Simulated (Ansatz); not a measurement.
NiO in the zincblende structure

The computed numbers are results of PBEsol, scalar-relativistic (collinear spin) in the plane-wave PAW code Ansatz at 420 eV, 12×12×12 k-mesh, Gaussian smearing of 0.05 eV; PAW files: Ansatz's generated set soft_2.

```cif
data_structure
_symmetry_space_group_name_H-M 'F-43m'
_symmetry_Int_Tables_number 216
_cell_length_a 4.3975
_cell_length_b 4.3975
_cell_length_c 4.3975
_cell_angle_alpha 90.000
_cell_angle_beta 90.000
_cell_angle_gamma 90.000
_cell_volume 85.04
loop_
_atom_site_label
_atom_site_type_symbol
_atom_site_symmetry_multiplicity
_atom_site_Wyckoff_symbol
_atom_site_fract_x
_atom_site_fract_y
_atom_site_fract_z
_atom_site_occupancy
Ni1 Ni 4 a 0.00000 0.00000 0.00000 1
O1 O 4 d 0.25000 0.25000 0.75000 1
```

The start was a prototype's sites filled with these elements. The Crystallography Open Database lists the compound in space group Fm-3m (rock salt), so this is a trial structure.

Magnetic state: ferromagnetic, site spin moments Ni 1.31; O 0.33 μB.

Question: Which orbitals carry the states at the Fermi level, and how many states are there?

Answer: Within 0.1 eV of it: Ni 3d 76 %, O 2p 22 % (shares among the projected shells). The density of states at the Fermi level is about 1.9 states/eV per cell, averaged over 0.3 eV.

Density of states (tetrahedra, averaged over 0.4 eV; states/eV per cell of 2 atoms; energy in eV from the Fermi level; projections on Löwdin-orthogonalised atomic orbitals, summed over sites):

```csv
E,total,O 2p,Ni 3d up,Ni 3d down,Ni 4s,O 2s
-7.65,0.10,0.07,0.02,0.00,0.01,0.00
-7.25,1.72,1.20,0.30,0.00,0.19,0.01
-6.85,1.91,1.36,0.15,0.17,0.19,0.01
-6.45,1.89,1.31,0.22,0.19,0.14,0.01
-6.05,3.08,1.95,1.03,0.04,0.05,0.00
-5.65,2.44,1.78,0.33,0.23,0.07,0.00
-5.25,2.95,2.03,0.00,0.88,0.02,0.00
-4.85,0.92,0.74,0.00,0.16,0.00,0.00
-4.45,0.00,0.00,0.00,0.00,0.00,0.00
-4.05,0.00,0.00,0.00,0.00,0.00,0.00
-3.65,0.00,0.00,0.00,0.00,0.00,0.00
-3.25,0.63,0.02,0.57,0.00,0.00,0.01
-2.85,1.31,0.04,1.24,0.00,0.00,0.01
-2.45,3.16,0.05,3.08,0.00,0.00,0.01
-2.05,1.90,0.10,1.45,0.27,0.01,0.04
-1.65,2.83,0.22,0.87,1.65,0.01,0.02
-1.25,4.11,0.32,0.84,2.89,0.01,0.02
-0.85,3.00,0.62,1.08,1.19,0.02,0.03
-0.45,1.76,0.50,0.72,0.47,0.01,0.02
-0.05,1.97,0.41,0.33,1.15,0.01,0.04
0.35,1.72,0.39,0.07,1.20,0.01,0.02
0.75,1.53,0.40,0.00,1.04,0.03,0.03
1.15,0.75,0.24,0.00,0.47,0.02,0.01
1.55,0.38,0.14,0.00,0.22,0.02,0.01
1.95,0.09,0.03,0.00,0.02,0.03,0.01
2.35,0.10,0.02,0.00,0.01,0.05,0.02
2.75,0.12,0.02,0.00,0.00,0.07,0.02
3.15,0.15,0.03,0.00,0.00,0.09,0.02
3.55,0.17,0.03,0.00,0.00,0.11,0.02
3.95,0.21,0.03,0.00,0.00,0.13,0.03
4.35,0.24,0.04,0.00,0.00,0.15,0.03
4.75,0.29,0.04,0.00,0.00,0.17,0.03
5.15,0.36,0.04,0.00,0.01,0.20,0.03
5.55,0.46,0.04,0.01,0.01,0.22,0.02
5.95,0.55,0.04,0.01,0.01,0.23,0.02
```

The run wasn't fully tested for a lower electronic state. Site moments are of spin, integrated over atomic spheres. Compounds of this kind are often insulators, Mott or charge-transfer ones with an open 3d shell, so the metal found may come from the functional, which lacks a U or exact exchange, or from the structure. No antiparallel order was tried.
